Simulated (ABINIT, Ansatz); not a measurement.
# A GW run on MgO (Fm-3m) in ABINIT, with inputs changed

What do changed inputs do to GW on MgO (Fm-3m)?

Calculated with ABINIT 10.8.3; PBE and many-body steps on it, plane waves.

Report form: the programs' logs are mostly left out.

## Step 1: Set-up

The structure is cubic, space group Fm-3m (No. 225). The conventional cell has a = 4.194 Å, b = 4.194 Å, c = 4.194 Å, α = 90.00°, β = 90.00°, γ = 90.00°. Nearest to Mg lie 6 O at 2.10 Å. Nearest to O lie 6 Mg at 2.10 Å. Farther neighbours and most contacts between anions are not listed.

The cell and positions are those that the Materials Project relaxed with its own functionals (PBE, PBE+U or r2SCAN), kept fixed.

## Step 2: Screening, 8×8×8 mesh, 144 bands, screening to 283 eV

This step: ABINIT 10.8.3; RPA screening on PBE, plane waves, norm-conserving pseudopotentials.

The RPA dielectric matrix is built and inverted for each q.

run.abi reads:

```
acell 3*1.0 Angstrom
rprim 
  -0.000000000000 2.097001392700 2.097001392700
  2.097001392700 -0.000000000000 2.097001392700
  2.097001392700 2.097001392700 -0.000000000000
ntypat 2
znucl 12 8
natom 2
typat 1 2
xred 
  0.000000000000 0.000000000000 0.000000000000
  0.500000000000 0.500000000000 0.500000000000
pp_dirpath "pseudos"
pseudos "Mg.upf, O.upf"
ecut 38
ngkpt 8 8 8
nshiftk 1
shiftk 0 0 0
kptopt 1
chksymbreak 0
istwfk *1
occopt 1
irdwfk 1
optdriver 3
nband 144
ecuteps 10.4
inclvkb 2
awtr 1
symchi 1
indata_prefix "in"
outdata_prefix "out"
tmpdata_prefix "tmp"
```

Command:

```console
OMP_NUM_THREADS=1 mpirun -n 4 abinit run.abi > log
```

It took 8.9 min on 4 MPI ranks of Arm Neoverse V1, shared host; peak memory 1.7 GiB; 36 min of CPU time.

This step gave:

```yaml
eps_infinity_with_local_fields_on_this_mesh_along_the_program_s_q_direction: 3.005
the_same_without_local_fields: 3.225
plasma_frequency: 34.59 eV
plane_waves_in_the_screening_matrix: 181
```

Local fields lower ε∞ by 7 %.

## Step 3: Base

The self-energy is evaluated for the states that the input lists, and the levels follow from it, in one-shot runs by the linearised quasiparticle equation.

This step: G0W0 on PBE, plane waves, norm-conserving pseudopotentials.

Edit run.abi of step 2 so:

```diff
@@ -23,8 +23,15 @@
 irdwfk 1
-optdriver 3
+optdriver 4
 nband 144
+gwcalctyp 0
+ecutsigx 38
+symsigma 1
+nkptgw 1
+kptgw 
+  0.0000000000 0.0000000000 0.0000000000
+bdgw 
+  6 12
 ecuteps 10.4
-inclvkb 2
-awtr 1
-symchi 1
+irdscr 1
+ppmodel 1
 indata_prefix "in"
```

Run time: 15 s. Hardware: 4 MPI ranks; peak memory 1.4 GiB; 59 s of CPU time.

Numbers from this step:

```
G0W0 gap on the points computed              : 7.247 eV
starting gap on the mesh                     : 4.895 eV
k of the valence top                         : 0, 0, 0
k of the conduction bottom                   : 0, 0, 0
Z at the valence top                         : 0.808
Z at the conduction bottom                   : 0.855
least direct G0W0 gap on the computed points : 7.247 eV
```

The gap on the mesh goes from 4.89 eV to 7.25 eV, a correction of +2.35 eV.

## Step 4: No symmetry in the self-energy

Edit run.abi of step 3 so:

```diff
@@ -27,3 +27,3 @@
 ecutsigx 38
-symsigma 1
+symsigma 0
 nkptgw 1
```

Elapsed: 3.7 min, on 4 MPI ranks; peak memory 1.6 GiB; 15 min of CPU time.

This step gave:

```
G0W0 gap on the points computed              : 7.247 eV
starting gap on the mesh                     : 4.895 eV
k of the valence top                         : 0, 0, 0
k of the conduction bottom                   : 0, 0, 0
Z at the valence top                         : 0.808
Z at the conduction bottom                   : 0.855
least direct G0W0 gap on the computed points : 7.247 eV
```

Against G0W0 in ABINIT (8×8×8 mesh, 144 bands, screening to 283 eV, Godby-Needs plasmon pole), the gap moves by +0.000 eV.

## Step 5: Exchange cutoff of one hartree

Edit run.abi of step 4 so:

```diff
@@ -26,4 +26,4 @@
 gwcalctyp 0
-ecutsigx 38
-symsigma 0
+ecutsigx 1
+symsigma 1
 nkptgw 1
```

The job ended after 3.1 s (4 MPI ranks; peak memory 0.4 GiB).

The run ended normally, though the input holds a fault or crude settings.

The fault put into this input: exchange cutoff of one hartree. It printed a gap of 4.96 eV, an artefact of the input.

## Step 6: Side by side

Times are wall times on 4 MPI ranks of Arm Neoverse V1, shared host, good to a factor of about two. A run's time includes the screening step that it read.

```tsv
run	mesh	bands	screening cutoff (eV)	DFT gap (eV)	gap on the mesh (eV)	direct (eV)	ε∞ used	time
base	8×8×8	144	283	4.895	7.247	7.247	3.01	9.1 min
no symmetry in the self-energy	8×8×8	144	283	4.895	7.247	7.247	3.01	13 min
```

## Step 7: What came out

| Item | Value |
| --- | --- |
| base | 7.247 eV |
| no symmetry in the self-energy | 7.247 eV |
| known limits | not at the basis limit |

**Reading.** No symmetry in the self-energy: no change against base (keys changed: symsigma). Bands and cutoff are finite, so the gap is not at the basis limit. The miss can reach some tenths of an eV and take either sign; the mesh is an error of its own. In the G0W0 runs levels were corrected at 1 k point alone, so a gap called «on the mesh» is the least over those, and an edge elsewhere would be missed.

[Paths, hosts, dates, memory and timing lines, banners, echoed tables and standing remarks are left out of the program output.]

[Logs are printed without paths, hosts, clocks, repeated set-up lines and the standing remarks that a program may print on its own settings, such as how far it seeks lower states.]

[Runs of the session that timed out or met a known fault of the program may be left out.]

[Hosts, paths, dates, database ids (printed as entryN), source tags and the programs' standing remarks are cut or masked in the printed files.]

[G0W0 gaps are taken among the corrected bands and points alone; a level outside them can change the order at an edge.]

[Where Ansatz stands beside ABINIT at settings called matched, ABINIT's density can come from a denser mesh and the files from another edition; pairs whose starting gaps differed by over 0.03 eV were left out, so agreement reads better than it is.]
